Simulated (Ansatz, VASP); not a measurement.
## One calculation of PbS (Galena), two programs

```
CELL_PARAMETERS angstrom
0.00000 2.96575 2.96575
2.96575 0.00000 2.96575
2.96575 2.96575 0.00000
ATOMIC_POSITIONS crystal
Pb 0.00000 0.00000 0.00000
S 0.50000 0.50000 0.50000
```

Alike in both runs: task single point; functional PBE; k mesh 8 × 8 × 8; occupations gaussian, width 0.024 eV; no spin polarisation.

|  | VASP | Ansatz |
| --- | --- | --- |
| version | VASP 6.6.1 | Ansatz 0.2.0 |
| potentials or method | VASP PAW PBE potentials, release 64 (Pb_d, S), cutoff 520 eV | all-electron LAPW, scalar-relativistic |

```csv
,VASP,Ansatz,Ansatz less VASP
gap on the k mesh at the Fermi level (eV),0.36,0.36,-0.008
least direct gap on the mesh (eV),0.36,0.36,-0.008
pressure (GPa),2.2,2.2,+0.08
```

Ansatz ran all-electron here, so the differences hold the error of VASP's frozen core and of both bases.

Caveats: spin-orbit coupling is left out, which as a rule narrows the gap of such compounds by several tenths of an eV.
